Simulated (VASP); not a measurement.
# GaAs (F-43m) in VASP: single point with PBE0

Aim: the single point of GaAs with PBE0.

Program: VASP 6.6.1. These are calculated values, not measurements. Logs are shortened: lines on timing, memory, paths and dates and some standing lists are left out, and cuts for length are marked.

**The experiment to reproduce.**

“Evidence of valence band perturbations in GaAsN/GaAs(001): A combined variable-angle spectroscopic ellipsometry and modulated photoreflectance investigation”, 2008, arxiv:0805.2212 reports, for a bulk crystal of GaAs at 300 K: band gap 1.412 ± 0.01 eV (direct).

The results are compared with them further down.

## Step 1: The crystal as given

The structure is cubic, space group F-43m (No. 216). Conventional cell: a = 5.663 Å, b = 5.663 Å, c = 5.663 Å, α = 90.00°, β = 90.00°, γ = 90.00°. Ga (site symmetry -43m) has 4 As at 2.45 Å as nearest neighbours. As (site symmetry -43m) is surrounded by 4 Ga at 2.45 Å.

The cell is a database's computed one.

## Step 2: Single point, PBE0

POSCAR reads:

```
GaAs
1.0
    0.0000000000      2.8314000000      2.8314000000
    2.8314000000      0.0000000000      2.8314000000
    2.8314000000      2.8314000000      0.0000000000
Ga As
1 1
Direct
    0.0000000000      0.0000000000      0.0000000000
    0.7500000000      0.7500000000      0.7500000000
```

INCAR.step1 reads:

```
SYSTEM = GaAs
PREC = Accurate
ENCUT = 520
EDIFF = 1E-5
ISMEAR = 0
SIGMA = 0.02
LREAL = .FALSE.
LASPH = .TRUE.
NELM = 100
ALGO = Normal
ISIF = 2
LWAVE = .TRUE.
LCHARG = .FALSE.
GGA = PE
```

INCAR.step2 reads:

```
SYSTEM = GaAs
PREC = Accurate
ENCUT = 520
EDIFF = 1E-6
ISMEAR = 0
SIGMA = 0.02
LREAL = .FALSE.
LASPH = .TRUE.
NELM = 100
ALGO = Normal
ISIF = 2
LWAVE = .FALSE.
LCHARG = .FALSE.
GGA = PE
LHFCALC = .TRUE.
AEXX = 0.25
PRECFOCK = Fast
HFRCUT = -1
ISTART = 1
```

KPOINTS reads:

```
regular mesh
0
G
  6 6 6
  0 0 0
```

Potentials or basis: VASP PAW PBE potentials, release 64 (Ga_d, As).

Run with:

```sh
cat potpaw_PBE.64/Ga_d/POTCAR potpaw_PBE.64/As/POTCAR > POTCAR
cp INCAR.step1 INCAR
mpirun -np 1 vasp_std > vasp.out
cp INCAR.step2 INCAR
mpirun -np 1 vasp_std > vasp.out
```

OUTCAR:

```text
SYSTEM = GaAs
   PREC = Accurate
   ENCUT = 520
   EDIFF = 1E-6
   ISMEAR = 0
   LREAL = .FALSE.
   LASPH = .TRUE.
   NELM = 100
   ISIF = 2
   GGA = PE
   LHFCALC = .TRUE.
   AEXX = 0.25
   PRECFOCK = Fast
   ISTART = 1

 ion  position               nearest neighbor table
   1  0.000  0.000  0.000-   2 2.45   2 2.45   2 2.45   2 2.45
   2  0.750  0.750  0.750-   1 2.45   1 2.45   1 2.45   1 2.45

  LATTYP: Found a face centered cubic cell.
 ALAT       =     5.6628000000

  Lattice vectors:

 A1 = (   0.0000000000,   2.8314000000,   2.8314000000)
 A2 = (   2.8314000000,   0.0000000000,   2.8314000000)
 A3 = (   2.8314000000,   2.8314000000,   0.0000000000)

Analysis of symmetry for initial positions (statically):
=====================================================================
 Subroutine PRICEL returns:
 Original cell was already a primitive cell.

 Routine SETGRP: Setting up the symmetry group for a
 face centered cubic supercell.

 Subroutine GETGRP returns: Found 24 space group operations
 (whereof 24 operations were pure point group operations)
 out of a pool of 48 trial point group operations.

The static configuration has the point symmetry T_d .

Analysis of symmetry for dynamics (positions and initial velocities):
=====================================================================
 Subroutine PRICEL returns:
 Original cell was already a primitive cell.

 Routine SETGRP: Setting up the symmetry group for a
 face centered cubic supercell.

 Subroutine GETGRP returns: Found 24 space group operations
 (whereof 24 operations were pure point group operations)
 out of a pool of 48 trial point group operations.

The dynamic configuration has the point symmetry T_d .

 Subroutine INISYM returns: Found 24 space group operations
 (whereof 24 operations are pure point group operations),
 and found     1 'primitive' translations

----------------------------------------------------------------------------------------

                                     Primitive cell

  volume of cell :      45.3977

  direct lattice vectors                    reciprocal lattice vectors
     0.000000000  2.831400000  2.831400000    -0.176591086  0.176591086  0.176591086
     2.831400000  0.000000000  2.831400000     0.176591086 -0.176591086  0.176591086
     2.831400000  2.831400000  0.000000000     0.176591086  0.176591086 -0.176591086

  length of vectors
     4.004204281  4.004204281  4.004204281     0.305864733  0.305864733  0.305864733

  position of ions in fractional coordinates (direct lattice)
     0.000000000  0.000000000  0.000000000
     0.750000000  0.750000000  0.750000000

  ion indices of the primitive-cell ions
   primitive index   ion index
                 1           1
                 2           2

----------------------------------------------------------------------------------------

 KPOINTS: regular mesh

Automatic generation of k-mesh.
 Grid dimensions read from file:
 generate k-points for:    6    6    6

 Generating k-lattice:

  Cartesian coordinates                     Fractional coordinates (reciprocal lattice)
    -0.029431848  0.029431848  0.029431848     0.166666667  0.000000000  0.000000000
     0.029431848 -0.029431848  0.029431848     0.000000000  0.166666667  0.000000000
     0.029431848  0.029431848 -0.029431848     0.000000000  0.000000000  0.166666667

  Length of vectors
     0.050977455  0.050977455  0.050977455

  Shift w.r.t. Gamma in fractional coordinates (k-lattice)
     0.000000000  0.000000000  0.000000000

 Subroutine IBZKPT returns following result:
 ===========================================

 Found     16 irreducible k-points:

 Following reciprocal coordinates:
            Coordinates               Weight
  0.000000  0.000000  0.000000      1.000000
  0.166667  0.000000  0.000000      8.000000
  0.333333  0.000000  0.000000      8.000000
  0.500000  0.000000  0.000000      4.000000
  0.166667  0.166667  0.000000      6.000000
  0.333333  0.166667  0.000000     24.000000
[... 8 lines left out ...]
 -0.333333  0.333333  0.166667     24.000000
 -0.333333  0.500000  0.166667     12.000000
   k-points           NKPTS =     16   k-points in BZ     NKDIM =    216   number of bands    NBANDS=     13
   number of dos      NEDOS =    301   number of ions     NIONS =      2
   total plane-waves  NPLWV =  27000
   dimension x,y,z NGX =    30 NGY =   30 NGZ =   30
   dimension x,y,z NGXF=    60 NGYF=   60 NGZF=   60
   ions per type =               1   1
   NGX,Y,Z   is equivalent  to a cutoff of  12.46, 12.46, 12.46 a.u.
   NGXF,Y,Z  is equivalent  to a cutoff of  24.91, 24.91, 24.91 a.u.
 SYSTEM =  GaAs
   PREC   = accura    normal or accurate (medium, high low for compatibility)
   ISTART =      1    job   : 0-new  1-cont  2-samecut
   ICHARG =      0    charge: 1-file 2-atom 10-const
   ISPIN  =      1    spin polarized calculation?
   LNONCOLLINEAR =      F non collinear calculations
   LSORBIT =      F    spin-orbit coupling
   LASPH  =      T    aspherical Exc in radial PAW
   ENCUT  =  520.0 eV  38.22 Ry    6.18 a.u.   7.45  7.45  7.45*2*pi/ulx,y,z
   NELM   =    100;   NELMIN=  2; NELMDL=  0     # of ELM steps
   EDIFF  = 0.1E-05   stopping-criterion for ELM
   LREAL  =      F    real-space projection
   EDIFFG = 0.1E-04   stopping-criterion for IOM
   NSW    =      0    number of steps for IOM
   IBRION =     -1    ionic relax: 0-MD 1-quasi-New 2-CG
   NFREE  =      0    steps in history (QN), initial steepest desc. (CG)
   ISIF   =      2    stress and relaxation
   ISYM   =      3    0-nonsym 1-usesym 2-fastsym
   POTIM  = 0.5000    time-step for ionic-motion
   TEBEG  =    0.0;   TEEND  =   0.0 temperature during run
   PSTRESS=    0.0 pullay stress
   NELECT =      18.0000    total number of electrons
   NUPDOWN=      -1.0000    fix difference up-down
   EMIN   =  10.00;   EMAX   =-10.00  energy-range for DOS
   EFERMI =   0.00;   METHOD = LEGACY
   ISMEAR =     0;   SIGMA  =   0.02  broadening in eV -4-tet -1-fermi 0-gaus
   EFERMI_NEDOS =   21; number of points for ismear=-14 and -15
   IALGO  =     38    algorithm
   IMIX   =      1    mixing-type and parameters
     AMIX     =   0.40;   BMIX     =  1.00
     AMIX_MAG =   1.60;   BMIX_MAG =  1.00
  volume/ion in A,a.u.               =      22.70       153.18
  Fermi-wavevector in a.u.,A,eV,Ry     =   1.202692  2.272758 19.680394  1.446468
  Thomas-Fermi vector in A             =   2.338466
   LORBIT       =      0    0 simple, 1 ext, 2 COOP (PROOUT), +10 PAW based schemes
   GGA     = PE    functional components
   LHFCALC =     T    Hartree Fock is set to
   PRECFOCK=fast      Normal, Fast or Accurate (Low or Medium for compatibility)
   ENCUT4O =  -1.0   cutoff for four orbital integrals eV
   NKREDX  =     1    reduce k-point grid by
   NKREDY  =     1    reduce k-point grid by
   NKREDZ  =     1    reduce k-point grid by
   AEXX    =    0.2500 exact exchange contribution
   HFSCREEN=    0.0000 screening length (either q_TF or 0.3 A-1)
   HFSCREENC=   0.0000 screening length for correlation (either q_TF or 0.3 A-1)
   ENCUTFOCK=  -1.0 apply spherical cutoff to Coloumb kernel
   IVDW    =     0    specifies the selected vdW correction
   LEPSILON=     F    determine dielectric tensor
   LRPA    =     F    only Hartree local field effects (RPA)
 non-spin polarized calculation
 Gauss-broadening in eV      SIGMA  =   0.02
  energy-cutoff  :      520.00
  volume of cell :       45.40
 maximum number of plane-waves:      1243
 NGX is ok and might be reduce to    30
  NGX = 18; NGY = 18; NGZ = 18

 number of electron      17.9999991 magnetization

 Free energy of the ion-electron system (eV)
  ---------------------------------------------------
  ext. energy  EPLUGINS =         0.00000000
  ---------------------------------------------------
  free energy    TOTEN  =       -10.71463257 eV

  energy without entropy =      -10.71463257  energy(sigma->0) =      -10.71463257

 E-fermi :   3.2262     XC(G=0):  -7.5650

 val. band max:        3.1413893994   @ k =   0.0000   0.0000   0.0000
 cond. band min:       5.1181173558   @ k =   0.0000   0.0000   0.0000
 fundamental gap:      1.9767279564
 Fermi energy:         3.2262462520

 k-point     1 :       0.0000    0.0000    0.0000
  band No.  band energies     occupation
      1     -14.3094      2.00000
      2     -14.3094      2.00000
      3     -14.3094      2.00000
      4     -14.2296      2.00000
      5     -14.2296      2.00000
      6     -10.8988      2.00000
      7       3.1414      2.00000
      8       3.1414      2.00000
      9       3.1414      2.00000
     10       5.1181      0.00000
     11       8.3519      0.00000
     12       8.3519      0.00000
     13       8.3519      0.00000

 k-point     2 :       0.1667    0.0000    0.0000
  band No.  band energies     occupation
      1     -14.3233      2.00000
      2     -14.3042      2.00000
      3     -14.3042      2.00000
      4     -14.2299      2.00000
      5     -14.2299      2.00000
      6     -10.5543      2.00000
      7       0.3093      2.00000
      8       2.7347      2.00000
      9       2.7347      2.00000
     10       6.2059      0.00000
     11       8.9367      0.00000
     12       8.9367      0.00000
     13       9.3430      0.00000

 k-point     3 :       0.3333    0.0000    0.0000
  band No.  band energies     occupation
      1     -14.3494      2.00000
      2     -14.2951      2.00000
      3     -14.2951      2.00000
      4     -14.2288      2.00000
      5     -14.2288      2.00000
      6      -9.6630      2.00000
      7      -2.7329      2.00000
      8       2.1350      2.00000
      9       2.1350      2.00000
     10       5.7555      0.00000
     11       9.3688      0.00000
     12       9.3688      0.00000
     13      12.0843      0.00000
[... 177 lines left out ...]
 k-point    15 :      -0.3333    0.3333    0.1667
  band No.  band energies     occupation
      1     -14.3742      2.00000
      2     -14.2844      2.00000
      3     -14.2743      2.00000
      4     -14.2372      2.00000
      5     -14.2270      2.00000
      6      -8.3817      2.00000
      7      -3.9544      2.00000
      8      -0.8625      2.00000
      9       0.4711      2.00000
     10       8.2638      0.00000
     11       8.9491      0.00000
     12      11.0390      0.00000
     13      12.2364      0.00000

 k-point    16 :      -0.3333    0.5000    0.1667
  band No.  band energies     occupation
      1     -14.3824      2.00000
      2     -14.2777      2.00000
      3     -14.2683      2.00000
      4     -14.2434      2.00000
      5     -14.2238      2.00000
      6      -8.1242      2.00000
      7      -4.1615      2.00000
      8      -0.5266      2.00000
      9      -0.3484      2.00000
     10       7.7940      0.00000
     11       8.0810      0.00000
     12      11.9760      0.00000
     13      12.2578      0.00000

------------------------ aborting loop because EDIFF is reached ----------------------------------------

  FORCE on cell =-STRESS in cart. coord.  units (eV):
  Direction    XX          YY          ZZ          XY          YZ          ZX
  --------------------------------------------------------------------------------------
  -------------------------------------------------------------------------------------
  Total        0.1135841      0.1135841      0.1135841      0.0000000      0.0000000     -0.0000000
  in kB        4.0086145      4.0086145      4.0086145      0.0000000      0.0000000     -0.0000000
  external PRESSURE =       4.0086145 kB  Pullay stress =       0.0000000 kB

 VOLUME and BASIS-vectors are now :
 -----------------------------------------------------------------------------
  energy-cutoff  :      520.00
  volume of cell :       45.40
      direct lattice vectors                 reciprocal lattice vectors
     0.000000000  2.831400000  2.831400000    -0.176591086  0.176591086  0.176591086
     2.831400000  0.000000000  2.831400000     0.176591086 -0.176591086  0.176591086
     2.831400000  2.831400000  0.000000000     0.176591086  0.176591086 -0.176591086

 POSITION                                       TOTAL-FORCE (eV/Angst)
 -----------------------------------------------------------------------------------
      0.00000      0.00000      0.00000         0.000000      0.000000      0.000000
      4.24710      4.24710      4.24710        -0.000000     -0.000000     -0.000000
 -----------------------------------------------------------------------------------
    total drift:                                0.000002      0.000003      0.000006

  FREE ENERGIE OF THE ION-ELECTRON SYSTEM (eV)
  ---------------------------------------------------
  free  energy   TOTEN  =       -10.7146325696 eV

  energy  without entropy=      -10.7146325696  energy(sigma->0) =      -10.71463257
```

It took 14 min on 1 thread of Intel Xeon Platinum 8488C (Sapphire Rapids), shared host; peak memory 0.19 GiB.

Results:

```yaml
Free_energy: -10.7146 eV
Pressure: 0.4 GPa
Band_gap_on_the_k_mesh: 1.98 eV, direct
```

Caveat: the PAW data sets were made with another functional, which shifts forces and pressure a little.

## Step 3: Comparison with measurements

Step 2. A measured gap of GaAs is 1.412 eV (direct; 300 K; “Evidence of valence band perturbations in GaAsN/GaAs(001): A combined variable-angle spectroscopic ellipsometry and modulated photoreflectance investigation”, 2008, arxiv:0805.2212); the calculated 1.98 eV misses it by +0.56 eV. 3 values of this kind are on record (1.412 to 1.51 eV); this one was drawn at random among those near their median, those with a stated uncertainty first. Spin-orbit coupling on As, Ga is left out. The value is that of PBE0 on a finite k mesh, which can miss the band edges, without temperature or zero-point motion. The cell is a database's relaxed one, not the measured one, which moves gaps too.
